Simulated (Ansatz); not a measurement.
# Te2Mo (2H (MoS2) bulk type): optics inputs, tried as typed, part 2 of 2

Which of these optics inputs for Te2Mo (2H (MoS2) bulk type) end well? Each is run as it stands.

Ansatz 0.2.0; plane waves, PAW; the settings change from run to run, as each input shows; no spin polarisation; no spin-orbit coupling unless a run is so named. The steps go on from the part before.

### 3 Try 2

The input, input.yaml:

```yaml
crystal:
  lattice:
    - [3.5421311219, 0.0, 0.0]
    - [-1.771065561, 3.0675755351, 0.0]
    - [0.0, 0.0, 14.176671853]
  atoms:
    - { symbol: Mo, position: [0.3333333333, 0.6666666667, 0.25] }
    - { symbol: Mo, position: [0.6666666667, 0.3333333333, 0.75] }
    - { symbol: Te, position: [0.6666666667, 0.3333333333, 0.3765845064] }
    - { symbol: Te, position: [0.6666666667, 0.3333333333, 0.1234154936] }
    - { symbol: Te, position: [0.3333333333, 0.6666666667, 0.8765845064] }
    - { symbol: Te, position: [0.3333333333, 0.6666666667, 0.6234154936] }
kpoints:
  mp_grid: { grid: [12, 12, 2] }
hamiltonian:
  xc: lda
scf:
  occupations: { method: fixed }
output:
  optics:
    e_range: [0, 15]
    de: 0.1
    sigma: 0.05
    scissors: 0
    scheme: fermi_dirac
    bands: scf
    kdotp_interpolation: "off"
  write_density: true
  write_potential: true
  elf: true
  volumetric_format: npy
```

Run with:

```console
ansatz run input.yaml --threads 4 --pin off --max-ram 5529MiB --backend cpu --events-out ev --progress --plain --runs-dir out
```

Standard output:

```text
Warning: RAYON_NUM_THREADS=4 ignored (pool sized by the plan → 4); use --threads N
Engine: ansatz 0.2.0, aarch64-unknown-linux-gnu
Pseudopotentials: kind: paw
Pseudopotential: Mo, paw, valence charge 14, recommended cutoff 420 eV (normal), Mo.paw.azcp
Pseudopotential: Te, paw, valence charge 16, recommended cutoff 420 eV (normal), Te.paw.azcp
Functional definition: SPW92
  exchange = slater_x
  correlation = pw_c
Crystal: 6 atoms, lattice volume = 154.040 Å³
Basis set: ecut = 420 eV, 2981 PW (Γ)
Bands: 56, of which v1, the nominal top of the filled ones, is band 46 counted from 1 (45 counted from 0)
Symmetry: 24 space group operations
Space group: P63/mmc (ITA 194), of the structure as read, at distance tolerance 5.4e-5 Å
k-points: 38 of 288
Non-local potential: Mo, projectors of the file, l = 0: 3, l = 1: 2, l = 2: 2, l = 3: 1
Non-local potential: Te, projectors of the file, l = 0: 2, l = 1: 2, l = 2: 2, l = 3: 2
PAW form: soft (Blöchl's): semilocal exchange-correlation on the pseudo side does not see the compensation charge
PAW frozen core: Mo, regenerated for the run's functional, and the local potential with it (the file was generated under x = pbe(κ = 0.804, μ = 0.2195149727645171), c = pbe(β = 0.06672455060314922))
PAW frozen core: Te, regenerated for the run's functional, and the local potential with it (the file was generated under x = pbe(κ = 0.804, μ = 0.2195149727645171), c = pbe(β = 0.06672455060314922))
PAW one-centre angular grid: Mo, 590 points (default); XC on 64 Gauss nodes
PAW one-centre angular grid: Te, 590 points (default); XC on 64 Gauss nodes
Initial density: superposition of atomic densities (neutral atoms: chi_scale 0, normalization atom), corrected by the library's trained network
Initial wavefunctions: pseudopotential atomic-orbital guess
Functional: x = slater, c = lda
SCF iter   1: F=—  HF=-36996.163197 eV  |F-HF|=—  |Δ(HF+E_count)|=         —  Δρ=7.06e-3  dr2=5.22e-2  ethr=1.77e-3  ⟨swp⟩=5.0  Hψ=6660  notcnv=0  defer=258
preconditioner: auto → Resta (q_TF=auto, 2.504 Å⁻¹)  ε∞=6.9  [insulator: Δε(μ)=0.794 eV  Ē_g=7.418 eV  n_scr=52 (ndim 8)  ℏωp=18.0 eV  f_vac=0.026  ε∞_Penn≈6.9]
SCF iter   2: F=—  HF=-36996.159298 eV  |F-HF|=—  |Δ(HF+E_count)|=   3.90e-3  Δρ=3.76e-3  dr2=1.48e-2  ethr=5.67e-5  ⟨swp⟩=2.6  Hψ=3133  notcnv=0  defer=302
SCF iter   3: F=—  HF=-36996.158408 eV  |F-HF|=—  |Δ(HF+E_count)|=   8.89e-4  Δρ=2.03e-3  dr2=4.72e-3  ethr=1.61e-5  ⟨swp⟩=2.1  Hψ=2462  notcnv=0  defer=302
SCF iter   4: F=—  HF=-36996.158188 eV  |F-HF|=—  |Δ(HF+E_count)|=   2.20e-4  Δρ=2.97e-4  dr2=1.21e-4  ethr=5.14e-6  ⟨swp⟩=2.1  Hψ=2328  notcnv=0  defer=302
SCF iter   5: F=—  HF=-36996.158205 eV  |F-HF|=—  |Δ(HF+E_count)|=   1.70e-5  Δρ=7.62e-5  dr2=1.01e-5  ethr=1.31e-7  ⟨swp⟩=2.0  Hψ=2670  notcnv=0  defer=205
SCF iter   6: F=—  HF=-36996.158207 eV  |F-HF|=—  |Δ(HF+E_count)|=   1.96e-6  Δρ=1.85e-5  dr2=9.80e-7  ethr=1.10e-8  ⟨swp⟩=2.1  Hψ=2446  notcnv=0  defer=151
SCF iter   7: F=—  HF=-36996.158205 eV  |F-HF|=—  |Δ(HF+E_count)|=   1.99e-6  Δρ=6.83e-6  dr2=9.42e-8  ethr=1.07e-9  ⟨swp⟩=3.0  Hψ=3893  notcnv=0  defer=127
SCF iter   8: F=—  HF=-36996.158205 eV  |F-HF|=—  |Δ(HF+E_count)|=   7.36e-9  Δρ=1.38e-6  dr2=3.08e-9  ethr=1.02e-10  ⟨swp⟩=2.0  Hψ=3448  notcnv=0  defer=125
SCF iter   9: F=—  HF=-36996.158205 eV  |F-HF|=—  |Δ(HF+E_count)|=  4.37e-11  Δρ=3.39e-7  dr2=2.47e-10  ethr=3.35e-12  ⟨swp⟩=2.1  Hψ=3370  notcnv=0  defer=125
SCF iter  10: F=—  HF=-36996.158205 eV  |F-HF|=—  |Δ(HF+E_count)|=  2.18e-11  Δρ=7.89e-8  dr2=1.01e-11  ethr=1.00e-12  ⟨swp⟩=1.0  Hψ=2021  notcnv=0  defer=125
SCF iter  11: F=-36996.158205 eV  HF=-36996.158205 eV  |F-HF|=0.00e0  |Δ(HF+E_count)|=  7.28e-12  Δρ=2.28e-8  dr2=1.48e-12  ethr=1.00e-12  ⟨swp⟩=11.0  Hψ=7706  notcnv=0
SCF 1 converged in 11 iterations: F = -36996.158205 eV  dr2 = 1.48e-12
SCF converged after 11 iterations
Free energy (F): -36996.158205 eV
Harris-Foulkes:  -36996.158205 eV  (|F-HF|=0.00e0)
Internal energy: -36996.158205 eV  (E = F + TS)
E sigma→0 (E₀):  -36996.158205 eV
Fermi energy:    11.668928 eV
--- Per-component energies (eV) ---
  E_band       = -1209.272817
  E_kinetic    = 1613.158007
  E_local      = -7784.583704  (includes V_loc(G=0)·N_el)
  E_nonlocal   = -920.650148
  E_hartree    = 4294.534405
  E_xc         = -861.376898
  E_vxc        = -878.306008  (∫ρ·V_xc dr)
  E_paw        = -24221.050290  (= ΣΔE_a)
  E_vpaw       = -1827.959166  (= ΣTr[D̂ρ^β])
  E_aug_tail   = -0.000647  (compensation charges beyond the density's cutoff)
  E_ewald      = -9119.849207
  E_core_change = 3.660277  (= ΣΔE_core)
  E_smearing   = -0.000000  (= −TS)
  E_closure    = -0.000000  (closes the sum)
  Σ components = -36996.158205   (vs F -36996.158205, Δ=0.00e0)
--- Band table (eV; the first three rows and the last of 38) ---
  k-point 0: bands = ["-49.0161", "-49.0161", "-24.8774", "-24.8774", "-24.8771", "-24.8771", "-24.8645", "-24.8645", "-24.8643", "-24.8643", "-24.8150", "-24.8150", "-24.8140", "-24.8140", "-24.8041", "-24.8041", "-24.8032", "-24.8032", "-24.7946", "-24.7935", "-24.7850", "-24.7839", "-23.2234", "-23.2234", "-23.0830", "-23.0830", "-23.0830", "-23.0830", "-1.2952", "-1.0385", "-0.4169", "-0.0100", "5.9386", "7.0821", "8.7305", "9.8158", "9.8158", "9.8286", "9.8286", "10.6008", "10.6008", "10.6296", "10.6296", "10.7100", "11.2732", "11.6689", "14.5136", "14.5136", "14.6185", "14.6185", "14.7478", "14.7478", "14.9513", "14.9513", "17.0885", "17.6926"]
  k-point 1: bands = ["-49.0161", "-49.0161", "-24.8772", "-24.8772", "-24.8772", "-24.8772", "-24.8644", "-24.8644", "-24.8644", "-24.8644", "-24.8145", "-24.8145", "-24.8145", "-24.8145", "-24.8036", "-24.8036", "-24.8036", "-24.8036", "-24.7941", "-24.7941", "-24.7844", "-24.7844", "-23.2234", "-23.2234", "-23.0830", "-23.0830", "-23.0830", "-23.0830", "-1.1912", "-1.1912", "-0.1914", "-0.1914", "6.3888", "6.3888", "9.7194", "9.7194", "9.8221", "9.8221", "9.8221", "9.8221", "10.6153", "10.6153", "10.6153", "10.6153", "11.5747", "11.5747", "14.5472", "14.5472", "14.5472", "14.5472", "14.8681", "14.8681", "14.8681", "14.8681", "17.4868", "17.4868"]
  k-point 2: bands = ["-49.0156", "-49.0156", "-24.8766", "-24.8763", "-24.8759", "-24.8756", "-24.8657", "-24.8655", "-24.8632", "-24.8630", "-24.8156", "-24.8153", "-24.8145", "-24.8144", "-24.8060", "-24.8051", "-24.8043", "-24.8033", "-24.7939", "-24.7930", "-24.7842", "-24.7832", "-23.2187", "-23.2187", "-23.0920", "-23.0920", "-23.0846", "-23.0846", "-1.2001", "-0.9447", "-0.3480", "0.0510", "6.0458", "7.1844", "8.6719", "9.5980", "9.6197", "9.8917", "9.9098", "10.2319", "10.4702", "10.5051", "10.6171", "10.7330", "11.4789", "11.5736", "14.1631", "14.2380", "14.3125", "14.3974", "14.5264", "14.5697", "14.7316", "14.7654", "17.5426", "18.1283"]
  k-point 37: bands = ["-49.0066", "-49.0066", "-24.8831", "-24.8831", "-24.8609", "-24.8609", "-24.8532", "-24.8532", "-24.8528", "-24.8528", "-24.8332", "-24.8332", "-24.8205", "-24.8205", "-24.8091", "-24.8091", "-24.8090", "-24.8090", "-24.7876", "-24.7876", "-24.7726", "-24.7726", "-23.1942", "-23.1942", "-23.1500", "-23.1500", "-23.1465", "-23.1465", "1.0722", "1.0722", "1.2976", "1.2976", "6.9800", "6.9800", "7.1222", "7.1222", "7.7261", "7.7261", "8.1871", "8.1871", "8.9369", "8.9369", "9.7501", "9.7501", "11.4624", "11.4624", "12.5784", "12.5784", "13.3450", "13.3450", "14.0059", "14.0059", "15.2500", "15.2500", "16.6259", "16.6259"]
```

It took 6.4 s on 4 threads of Arm Neoverse V1, shared host; peak memory 0.62 GiB.

From the head of optics.tsv:

```
# eps_inf(xx yy zz) = 19.580821 19.580821 12.217508
# eps_inf_bands = summed_by_request
# eps_inf_summed_bands(xx yy zz) = 19.580821 19.580821 12.217508
# eps_inf_relative_error = 0.0379
# f_sum_n_eff(xx yy zz) = 27.912898 27.912898 28.895163 of n_electrons = 92.000000
# n_bands = 56
# valid_up_to_ev = 3.885053
# least_direct_gap_ev = 9.950441e-1 at k(fractional) = 0.333333 0.333333 0.000000, k_point = 36, channel = 0, bands = 45 46 (counted from 0)
```

The dielectric function from optics.tsv (yy equals xx), one row in 3 (narrow peaks fall between the rows), cut at 3.8 eV, above which the bands summed leave lines out:

```tsv
E (eV)	ε₂ xx	ε₂ zz	ε₁ xx	ε₁ zz
0.50	0.00	0.00	20.77	12.55
0.80	0.17	0.00	23.69	13.17
1.10	5.08	0.02	28.02	14.45
1.40	17.42	0.89	28.57	16.96
1.70	25.48	8.58	23.76	16.84
2.00	16.65	13.35	16.53	13.84
2.30	19.15	6.75	14.65	11.29
2.60	23.78	5.07	11.37	12.00
2.90	23.23	8.89	3.17	13.78
3.20	19.92	13.00	0.71	14.57
3.50	22.88	9.34	6.28	15.35
3.80	14.44	24.44	-5.52	13.34
```

Tallest peaks of ε₂ in the range shown (mean of the periodic axes): 19.8 at 1.70 eV, 19.0 at 2.80 eV, 21.9 at 3.60 eV.

### 4 How the runs ended

What follows sums up all 2 parts.

| try | settings | ended | result | time |
| --- | --- | --- | --- | --- |
| 1 | r2SCAN, 6×6×2, fermi-dirac width 0.15 eV, scissors 0 eV | converged | ε∞ 19.84 (xx, yy), 12.04 (zz); tallest peak of ε₂: 17.7 at 4.25 eV (the range starts at 2.0 eV, above the onset) | 29 s |
| 2 | LDA, 12×12×2, fermi-dirac width 0.05 eV, scissors 0 eV | converged | ε∞ 19.58 (xx, yy), 12.22 (zz); tallest peak of ε₂: 21.9 at 3.60 eV (complete to 3.8 eV) | 6.4 s |

2 converged. Among the runs without a faulty setting ε∞ spans 17.13 (LDA, scissors 0 eV) to 17.24 (r2SCAN, scissors 0 eV); meshes, bands summed and other settings differ too, as the inputs show. These values shouldn't be quoted for the material: the settings weren't chosen for accuracy.
